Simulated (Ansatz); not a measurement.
Crystal: Re.

```
Re
1.0
     2.76080    0.00000    0.00000
    -1.38040    2.39092    0.00000
     0.00000    0.00000    4.45820
Re
2
Direct
  0.66667 0.33333 0.75000
  0.33333 0.66667 0.25000
```

| Property | Result |
| --- | --- |
| Program | Ansatz 0.2.0 |
| Task | relaxation of cell and atoms |
| Functional | revPBE |
| Dispersion | D3(BJ) |
| Potentials or basis | Ansatz PAW |
| Cutoff | 420 eV (not typed: the program's choice for these potentials) |
| k mesh | 11 × 11 × 6 |
| Occupations | fermi-dirac, width 0.05 eV |
| Spin | no spin polarisation |

At the start: volume 14.71 Å³/atom.

Task: Where does the relaxation end?

Result: It ends after 4 steps and the volume is 14.54 Å³/atom (-1.2 %); space group P6_3/mmc (No. 194, to 0.05 Å).

Step by step:
| step | energy change (eV) | largest force (eV/Å) | volume (Å³) |
| --- | --- | --- | --- |
| 1 | 0.0000 | 0.0000 | 29.43 |
| 2 | -0.0053 | 0.0000 | 29.10 |
| 3 | -0.0054 | 0.0000 | 29.08 |
| 4 | -0.0050 | 0.0000 | 29.08 |

Final structure:
```cif
data_structure
_symmetry_space_group_name_H-M 'P 1'
_symmetry_Int_Tables_number 1
_cell_length_a 2.7489
_cell_length_b 2.7489
_cell_length_c 4.4438
_cell_angle_alpha 90.000
_cell_angle_beta 90.000
_cell_angle_gamma 120.000
_cell_volume 29.08
loop_
_atom_site_label
_atom_site_type_symbol
_atom_site_fract_x
_atom_site_fract_y
_atom_site_fract_z
_atom_site_occupancy
Re1 Re 0.66667 0.33333 0.75000 1
Re2 Re 0.33333 0.66667 0.25000 1
```

Caveat: the plane-wave basis is chosen anew once the cell has moved, so the energies of steps on either side of that aren't comparable; the PAW data sets come from PBE, with cores solved anew for the run's functional, which leaves a small shift of forces and pressure.
